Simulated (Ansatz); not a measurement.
**ZnAu: a vibration from a frozen displacement**

Method: DFT PBEsol, scalar-relativistic, plane waves, PAW in Ansatz 0.2.0. The runs took a 420 eV cutoff, a Γ-centred 16×16×16 mesh and Gaussian smearing (0.15 eV). Spin–orbit coupling is left out, which matters for the heavy elements here. No spin polarisation. Energies are free energies at this smearing, counted from the undisturbed cell; pressure is positive in compression.

Reference structure (as given, not relaxed at this level; it stands at -2.5 GPa, and it needn't be the usual structure):

```xyz
2
Lattice="3.1470 0.0000 0.0000 0.0000 3.1470 0.0000 0.0000 0.0000 3.1470" Properties=species:S:1:pos:R:3 pbc="T T T"
Zn    1.5735    1.5735    1.5735
Au    0.0000    0.0000    0.0000
```

Every Au atom is moved by x along the Cartesian unit vector (0.707, -0.707, 0.000); the cell and all other atoms stay fixed. The cell's volume is 31.17 Å³; the moved atoms weigh 196.967 u together and the others 65.380 u. Some rows repeat others by symmetry and weren't run.

```csv
x (Å),ΔE (meV/cell),total force on the moved atoms along the move (eV/Å),pressure (GPa)
-0.3000,171.79,1.2916,2.3490
-0.2625,127.58,1.0704,1.1854
-0.2250,91.22,0.8727,0.1961
-0.1875,61.86,0.6957,-0.6269
-0.1500,38.81,0.5357,-1.2912
-0.1125,21.49,0.3896,-1.8018
-0.0750,9.44,0.2540,-2.1635
-0.0375,2.34,0.1253,-2.3793
0.0000,0.00,0.0000,-2.4510
0.0375,2.34,-0.1253,-2.3793
0.0750,9.44,-0.2540,-2.1635
0.1125,21.49,-0.3896,-1.8018
0.1500,38.81,-0.5357,-1.2912
0.1875,61.86,-0.6957,-0.6269
0.2250,91.22,-0.8727,0.1961
0.2625,127.58,-1.0704,1.1854
0.3000,171.79,-1.2916,2.3490
```

Problem. What frequency belongs to this motion?

Solution. The force constant is k = −dF/dx = 3.341 eV/Å², from the parabola through x = -0.0375, 0 and 0.0375. In every cell the moved atoms swing against the rest, so the mass is μ = m₁m₂/(m₁ + m₂) = 49.086 u, and ν̃ = 521.5 cm⁻¹ × √(|k|/μ) = 136 cm⁻¹, at this cell's pressure of -2.5 GPa. To first order in x, and within 1 %, the force on every atom lies along the move and, within each of the two groups, in proportion to the atom's mass, so this is itself a mode at the zone centre of this cell.

Problem. How far does the harmonic law reach?

Solution. At x = -0.300 Å, kx²/2 = 150.36 meV against the computed 171.79 meV (+14.3 %): the well stiffens in this direction at large amplitude.

Problem. The pressure changes with x². What does that say about the frequency under compression?

Solution. With E = k(V)x²/2, k ∝ V^(−2γ) and x scaling with the cell as V^(1/3), P − P0 = −∂E/∂V = (2γ − 2/3) ΔE/V. At x = 0.0750 Å, V(P − P0) = 31.17 × 0.28746 / 160.2 eV = 55.92 meV and ΔE = 9.44 meV, so γ = 1/3 + V(P − P0)/(2ΔE) = 3.29. This is the Grüneisen parameter of the motion under uniform scaling of the cell: shrinking the cell evenly by 1 % in volume raises the frequency by about 3.29 %.

In a metal these slopes depend on the k mesh and the smearing.